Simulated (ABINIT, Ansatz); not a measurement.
# AgCl (Fm-3m): Bethe-Salpeter spectra with ABINIT, part 2 of 3

Aim: follow the lowest exciton of AgCl (Fm-3m) as the mesh is refined.

ABINIT 10.8.3 and Ansatz 0.2.0; PBE and many-body steps on it, plane waves. Known limits of the many-body steps: not at the basis limit; d shell near the gap, gap tends to lie low; no spin-orbit coupling; coarse k mesh; bindings not settled in the k mesh.

So far. Step 4 (Self-energy, 4×4×4 mesh, 95 bands, screening to 149.7 …): The gap on the mesh goes from 0.91 eV to 2.10 eV, a correction of +1.19 eV. Step 5 (Excitons): The lowest state lies at 3.862 eV, 0.556 eV under the direct gap.

### Step 6. Triplet (no exchange term)

Level of this step: Bethe-Salpeter equation on PBE with a scissors shift, plane waves, norm-conserving pseudopotentials (ABINIT).

Contents of run.abi:

```
acell 3*1.0 Angstrom
rprim 
  0.000000000000 2.772662996800 2.772662996800
  2.772662996800 0.000000000000 2.772662996800
  2.772662996800 2.772662996800 0.000000000000
ntypat 2
znucl 47 17
natom 2
typat 1 2
xred 
  0.000000000000 0.000000000000 0.000000000000
  0.500000000000 0.500000000000 0.500000000000
pp_dirpath "pseudos"
pseudos "Ag.upf, Cl.upf"
ecut 37
ngkpt 4 4 4
nshiftk 1
shiftk 0 0 0
kptopt 1
chksymbreak 0
istwfk *1
occopt 1
irdwfk 1
optdriver 99
bs_calctype 1
mbpt_sciss 1.188 eV
bs_loband 6
nband 15
bs_exchange_term 0
bs_coulomb_term 11
bs_coupling 0
bs_algorithm 1
bs_freq_mesh 0 8 0.05 eV
zcut 0.15 eV
ecuteps 4
ecutwfn 18.5
inclvkb 2
irdscr 1
indata_prefix "in"
outdata_prefix "out"
tmpdata_prefix "tmp"
```

Command:

```
$ OMP_NUM_THREADS=1 mpirun -n 8 abinit run.abi > log
```

Numbers of over 12 decimals in the logs are rounded to 6 here.

What it wrote:

```text
.Version 10.8.3 of ABINIT. v10.8.2 released Aug 2026.

 Symmetries : space group Fm -3 m (#225); Bravais cF (face-center cubic)
[... echo of the input left out ...]
== DATASET  1 ==================================================================
-   mpi_nproc: 8, omp_nthreads: 1 (-1 if OMP is not activated)

--- !DatasetInfo
iteration_state: {dtset: 1, }
dimensions: {natom: 2, nkpt: 8, mband: 15, nsppol: 1, nspinor: 1, nspden: 1, mpw: 1106, }
cutoff_energies: {ecut:  18.5, pawecutdg:  -1.0, }
electrons: {nelect:   2.60000000E+01, charge:   0.00000000E+00, occopt:   1.00000000E+00, tsmear:   1.00000000E-02, }

 Exciton: Calculation of dielectric properties by solving the Bethe-Salpeter equation
 in frequency domain and reciprocal space on a transitions basis set.
 Based on a program developed by L. Reining, V. Olevano, F. Sottile,
 S. Albrecht, and G. Onida. Incorporated in ABINIT by M. Giantomassi.

.Using double precision arithmetic ; gwpc =  8

[... cell and pseudopotentials left out ...]
--------------------------------------------------------------------------------

 ==== K-mesh for the wavefunctions ====
 Number of points in the irreducible wedge :     8
[... list of points left out ...]
 Together with 48 symmetry operations and time-reversal symmetry
 yields    64 points in the full Brillouin Zone.

 ==== Q-mesh for the screening function ====
 Number of points in the irreducible wedge :     8
[... list of points left out ...]
 Together with 48 symmetry operations and time-reversal symmetry
 yields    64 points in the full Brillouin Zone.

 vcoul_init : cutoff-mode = AUXILIARY_FUNCTION
 q-points for optical limit:   1
     1)      0.000010    0.000020    0.000030
 setmesh: FFT mesh size selected  =    24x   24x   24
[...]
average of density, n =  0.090270
 r_s =    1.3829
 omega_plasma =   28.9820 [eV]

. Writing resonant excitonic Hamiltonian on file out_BSR; file size=   0.01 [Gb].
 Direct diagonalization of the resonant excitonic Hamiltonian, Matrix size= 1024
. Using LAPACK sequential version.
 Excitonic eigenvalues in eV up to n=   32
   3.78622   3.79014   3.83460   3.83545   3.83570   3.92204   3.92521   3.92561
   4.20152   4.20539   4.30176   4.30662   4.30844   4.39313   4.39623   4.39639
   4.40041   4.40113   4.40161   4.41785   4.41916   4.41937   4.45020   4.45024
   4.72616   4.73499   4.77469   4.80059   4.80449   4.86821   4.87370   4.87453

 First excitonic eigenvalue=    3.79 [eV]
 Last  excitonic eigenvalue=   13.79 [eV]

 GW  direct gap       4.42  0.00 [eV]
 EXC direct gap       3.79  0.00 [eV]
 EXC binding energy   0.63  0.00 [eV]

 Excitonic eigenvalues up to the GW energy gap [eV]
  1 (  3.79  0.00)
  2 (  3.79  0.00)
  3 (  3.83  0.00)
[...]
18 (  4.40  0.00)
 19 (  4.40  0.00)

 Macroscopic dielectric function:
 omega [eV] <KS_RPA_nlf>  <GW_RPA_nlf>  <BSE>
   0.0000   4.3184   0.0000   3.6825   0.0000   4.1653   0.0000
   0.0500   4.3188   0.0022   3.6827   0.0011   4.1656   0.0019
   0.1000   4.3199   0.0045   3.6833   0.0022   4.1665   0.0037
[...]
0.4000   4.3425   0.0183   3.6941   0.0088   4.1851   0.0151
   0.4500   4.3490   0.0207   3.6972   0.0099   4.1904   0.0170

 Writing KS-RPA macroscopic dielectric function without local fields to file: out_RPA_NLF_MDF
 Writing GW-RPA macroscopic dielectric function without local fields to file: out_GW_NLF_MDF
 Writing EXC Macroscopic dielectric function to file: out_EXC_MDF

== END DATASET(S) ==============================================================
================================================================================

 -outvars: echo values of variables after computation  --------
           etotal      0.0000000000E+00
            nband          15
             nkpt           8
          spgroup         225
 [... the other variables as echoed above ...]

 Calculation completed.
```

Wall time 20 s (8 MPI ranks of Arm Neoverse V1, shared host); peak memory 0.69 GiB; 2.6 min of CPU time.

The lowest triplet lies at 3.786 eV; without spin-orbit coupling triplets are dark, so no spectrum is read.

### Step 7. Beyond Tamm-Dancoff

run.abi: that of step 6 with these lines changed.

```diff
@@ -28,5 +28,5 @@
 nband 15
-bs_exchange_term 0
+bs_exchange_term 1
 bs_coulomb_term 11
-bs_coupling 0
+bs_coupling 1
 bs_algorithm 1
```

What it wrote:

```text
.Version 10.8.3 of ABINIT. v10.8.2 released Aug 2026.

 Symmetries : space group Fm -3 m (#225); Bravais cF (face-center cubic)
[... echo of the input left out ...]
== DATASET  1 ==================================================================
-   mpi_nproc: 8, omp_nthreads: 1 (-1 if OMP is not activated)

--- !DatasetInfo
iteration_state: {dtset: 1, }
dimensions: {natom: 2, nkpt: 8, mband: 15, nsppol: 1, nspinor: 1, nspden: 1, mpw: 1106, }
cutoff_energies: {ecut:  18.5, pawecutdg:  -1.0, }
electrons: {nelect:   2.60000000E+01, charge:   0.00000000E+00, occopt:   1.00000000E+00, tsmear:   1.00000000E-02, }

 Exciton: Calculation of dielectric properties by solving the Bethe-Salpeter equation
 in frequency domain and reciprocal space on a transitions basis set.
 Based on a program developed by L. Reining, V. Olevano, F. Sottile,
 S. Albrecht, and G. Onida. Incorporated in ABINIT by M. Giantomassi.

.Using double precision arithmetic ; gwpc =  8

[... cell and pseudopotentials left out ...]
--------------------------------------------------------------------------------

 ==== K-mesh for the wavefunctions ====
 Number of points in the irreducible wedge :     8
[... list of points left out ...]
 Together with 48 symmetry operations and time-reversal symmetry
 yields    64 points in the full Brillouin Zone.

 ==== Q-mesh for the screening function ====
 Number of points in the irreducible wedge :     8
[... list of points left out ...]
 Together with 48 symmetry operations and time-reversal symmetry
 yields    64 points in the full Brillouin Zone.

 vcoul_init : cutoff-mode = AUXILIARY_FUNCTION
 q-points for optical limit:   1
     1)      0.000010    0.000020    0.000030
 setmesh: FFT mesh size selected  =    24x   24x   24
[...]
q = (  0.000000  0.000000  0.962909) [r.l.u.]
 q = (  0.000000  0.833904  0.833904) [r.l.u.]
 q = (  0.833904  0.000000  0.833904) [r.l.u.]
 q = (  0.833904  0.833904  0.000000) [r.l.u.]
 Number of electrons calculated from density =   25.9695; Expected =   26.0000
 average of density, n =  0.090270
 r_s =    1.3829
 omega_plasma =   28.9820 [eV]

. Writing resonant excitonic Hamiltonian on file out_BSR; file size=   0.01 [Gb].
. Writing coupling excitonic Hamiltonian on file out_BSC; file size=   0.01 [Gb].
. Direct diagonalization of the full excitonic Hamiltonian, Matrix size= 2048
. Using LAPACK sequential version to solve FHv = ev with H positive definite.
 First excitonic eigenvalue:    3.86 [eV].
 Last  excitonic eigenvalue:   13.84 [eV].

 GW  direct gap       4.42  0.00 [eV]
 EXC direct gap       3.86  0.00 [eV]
 EXC binding energy   0.56  0.00 [eV]

 Excitonic eigenvalues up to the GW energy gap [eV]
*** (  3.86  0.00)
*** (  3.86  0.00)
*** (  3.86  0.00)
[...]
*** (  4.40  0.00)
*** (  4.40  0.00)

 Macroscopic dielectric function:
 omega [eV] <KS_RPA_nlf>  <GW_RPA_nlf>  <BSE>
   0.0000   4.3184   0.0000   3.6825   0.0000   4.0749   0.0000
   0.0500   4.3188   0.0022   3.6827   0.0011   4.0752   0.0018
   0.1000   4.3199   0.0045   3.6833   0.0022   4.0761   0.0035
[...]
0.4000   4.3425   0.0183   3.6941   0.0088   4.0939   0.0144
   0.4500   4.3490   0.0207   3.6972   0.0099   4.0990   0.0163

 Writing KS-RPA macroscopic dielectric function without local fields to file: out_RPA_NLF_MDF
 Writing GW-RPA macroscopic dielectric function without local fields to file: out_GW_NLF_MDF
 Writing EXC Macroscopic dielectric function to file: out_EXC_MDF

== END DATASET(S) ==============================================================
================================================================================

 -outvars: echo values of variables after computation  --------
           etotal      0.0000000000E+00
            nband          15
             nkpt           8
          spgroup         225
 [... the other variables as echoed above ...]

 Calculation completed.
```

Elapsed: 68 s, on 8 MPI ranks; peak memory 0.7 GiB.

This step gave:

```yaml
direct_gap_of_the_transition_levels: 4.418 eV
transitions_in_the_window: 1024
lowest_state: 3.86 eV
binding_of_the_lowest_state_below_the_direct_gap: 0.5579 eV
coulomb_term_of_one_mesh_cell: 0.5539 eV
```

The binding is 1.0 times the screened Coulomb term of one mesh cell (0.55 eV), so it is not shown settled.

The lowest state lies at 3.860 eV, 0.558 eV under the direct gap.

### Step 8. Dielectric constant by perturbation theory

This step: Ansatz 0.2.0; DFT, PBE, linear response to an electric field, plane waves, PAW.

The response to a uniform field gives ε∞, a yardstick for the screening that GW builds on its mesh.

Contents of input.yaml:

```yaml
crystal:
  lattice:
    - [0.0, 2.7726629968, 2.7726629968]
    - [2.7726629968, 0.0, 2.7726629968]
    - [2.7726629968, 2.7726629968, 0.0]
  atoms:
    - { symbol: Ag, position: [0.0, 0.0, 0.0] }
    - { symbol: Cl, position: [0.5, 0.5, 0.5] }
kpoints:
  mp_grid: { grid: [6, 6, 6] }
hamiltonian:
  xc: pbe
scf:
  occupations: { method: fixed }
dielectric: {}
```

Command:

```
$ ansatz run input.yaml --threads 8 --pin off --max-ram 18432MiB --backend cpu --events-out ev --progress --plain --runs-dir out
```

What it wrote:

```text
Engine: ansatz 0.2.0, aarch64-unknown-linux-gnu
Pseudopotentials: kind: paw
Pseudopotential: Ag, paw, valence charge 19, recommended cutoff 420 eV (normal), Ag.paw.azcp
Pseudopotential: Cl, paw, valence charge 7, recommended cutoff 420 eV (normal), Cl.paw.azcp
Functional definition: PBE
  parameter kappa = 0.804
  parameter beta = 0.066725
  exchange = pbe_x(kappa = kappa, mu = beta*pi^2/3)
  correlation = pbe_c(beta = beta)
[...]
site 0:
         1.44160    0.00000    0.00000
        -0.00000    1.44160    0.00000
         0.00000    0.00000    1.44160
    site 1:
        -1.44160   -0.00000   -0.00000
         0.00000   -1.44160   -0.00000
        -0.00000   -0.00000   -1.44160
  Z* charge neutrality: 7.323e-4 e pre-enforcement
  solved inside a basis spanned on kpoints, on 6×6×6 k-points, its susceptibility summed on 10×10×10: ε∞ is read to err by 1.3e-2, Z* by 2.0e-2 e (field_mesh: kpoints solves on kpoints); Z* is corrected for what the basis lacks
[key lines of the parts left out:]
SCF converged after 8 iterations
Free energy (F): -8670.890460 eV
Fermi energy:    8.112557 eV
```

The job ended after 4.6 s (8 threads; peak memory 0.43 GiB; 29 s of CPU time).

The field response gives a mean ε∞ of 5.10, which the model screening below takes as its input.

### Step 9. Model screening

This step: ABINIT 10.8.3; Bethe-Salpeter equation on PBE with a scissors shift, plane waves, norm-conserving pseudopotentials.

run.abi: that of step 7 with these lines changed.

```diff
@@ -29,6 +29,6 @@
 bs_exchange_term 1
-bs_coulomb_term 11
-bs_coupling 1
-bs_algorithm 1
-bs_freq_mesh 0 8 0.05 eV
+bs_coulomb_term 21
+bs_coupling 0
+bs_algorithm 2
+bs_freq_mesh 0 10 0.1 eV
 zcut 0.15 eV
@@ -37,3 +37,6 @@
 inclvkb 2
-irdscr 1
+mdf_epsinf 5.1
+irdden 1
+bs_haydock_niter 300
+bs_haydock_tol -0.02 0
 indata_prefix "in"
```

Command:

```
$ OMP_NUM_THREADS=1 mpirun -n 8 abinit run.abi > log
```

What it wrote:

```text
.Version 10.8.3 of ABINIT. v10.8.2 released Aug 2026.

 Symmetries : space group Fm -3 m (#225); Bravais cF (face-center cubic)
[... echo of the input left out ...]
== DATASET  1 ==================================================================
-   mpi_nproc: 8, omp_nthreads: 1 (-1 if OMP is not activated)

--- !DatasetInfo
iteration_state: {dtset: 1, }
dimensions: {natom: 2, nkpt: 8, mband: 15, nsppol: 1, nspinor: 1, nspden: 1, mpw: 1106, }
cutoff_energies: {ecut:  18.5, pawecutdg:  -1.0, }
[...]
0.1000   4.3199   0.0045   3.6833   0.0022   4.0970   0.0035
   0.2000   4.3244   0.0090   3.6854   0.0043   4.1005   0.0071
[...]
0.8000   4.4176   0.0389   3.7297   0.0181   4.1727   0.0299
   0.9000   4.4453   0.0447   3.7425   0.0206   4.1940   0.0342

== END DATASET(S) ==============================================================
================================================================================

 -outvars: echo values of variables after computation  --------
           etotal      0.0000000000E+00
            nband          15
             nkpt           8
          spgroup         225
 [... the other variables as echoed above ...]

 Calculation completed.
```

The job ended after 16 s (8 MPI ranks; peak memory 0.67 GiB).

Numbers from this step:

| Property | Result |
| --- | --- |
| direct gap of the transition levels | 4.418 eV |
| transitions in the window | 1024 |
| Coulomb term of one mesh cell | 0.5741 eV |

### Step 10. Empty states on the mesh, 6×6×6 mesh, 27 bands

This step: DFT, PBE, plane waves, norm-conserving pseudopotentials.

Contents of run.abi:

```
acell 3*1.0 Angstrom
rprim 
  0.000000000000 2.772662996800 2.772662996800
  2.772662996800 0.000000000000 2.772662996800
  2.772662996800 2.772662996800 0.000000000000
ntypat 2
znucl 47 17
natom 2
typat 1 2
xred 
  0.000000000000 0.000000000000 0.000000000000
  0.500000000000 0.500000000000 0.500000000000
pp_dirpath "pseudos"
pseudos "Ag.upf, Cl.upf"
ecut 37
ngkpt 6 6 6
nshiftk 1
shiftk 0.11 0.21 0.31
kptopt 3
chksymbreak 0
iscf -2
irdden 1
istwfk *1
nband 27
nbdbuf 4
tolwfr 1e-09
nstep 60
prtvol 0
indata_prefix "in"
outdata_prefix "out"
tmpdata_prefix "tmp"
```

What it wrote:

```text
.Version 10.8.3 of ABINIT. v10.8.2 released Aug 2026.

 Symmetries : space group Fm -3 m (#225); Bravais cF (face-center cubic)
[... echo of the input left out ...]
== DATASET  1 ==================================================================
-   mpi_nproc: 8, omp_nthreads: 1 (-1 if OMP is not activated)

--- !DatasetInfo
iteration_state: {dtset: 1, }
dimensions: {natom: 2, nkpt: 216, mband: 27, nsppol: 1, nspinor: 1, nspden: 1, mpw: 3116, }
cutoff_energies: {ecut:  37.0, pawecutdg:  -1.0, }
[...]
0.08219    0.08321    0.09005    0.09152    0.09757    0.20936    0.55746    0.56256
   0.56484    0.62885    0.63609    0.65185    0.66706    0.68060    0.70024    0.90332
   1.07686    1.07994    1.09271
 prteigrs : prtvol=0 or 1, do not print more k-points.

== END DATASET(S) ==============================================================
================================================================================

 -outvars: echo values of variables after computation  --------
            nband          27
             nkpt         216
          spgroup         225
 [... the other variables as echoed above ...]

 Calculation completed.
```

Elapsed: 45 s, on 8 MPI ranks; peak memory 0.77 GiB; 6 min of CPU time.

This step gave:

```
gap                                                           : 1.031 eV
k of the valence top                                          : -0.4817, -0.465, -0.4483
k of the conduction bottom                                    : 0.0183, 0.035, 0.0517
least direct gap                                              : 3.042 eV
k points computed                                             : 216
lowest point of the top converged band, above the valence top : 14.39 eV
```

On this mesh the gap is 1.031 eV.

(Continued in part 3 of 3.)

[Paths, hosts, dates, memory and timing lines, banners, echoed tables and standing remarks are left out of the program output.]

[Logs are printed without paths, hosts, clocks, repeated set-up lines and the standing remarks that a program may print on its own settings, such as how far it seeks lower states.]

[Runs of the session that timed out or met a known fault of the program may be left out.]

[Hosts, paths, dates, database ids (printed as entryN), source tags and the programs' standing remarks are cut or masked in the printed files.]

[G0W0 gaps are taken among the corrected bands and points alone; a level outside them can change the order at an edge.]

[Where Ansatz stands beside ABINIT at settings called matched, ABINIT's density can come from a denser mesh and the files from another edition; pairs whose starting gaps differed by over 0.03 eV were left out, so agreement reads better than it is.]
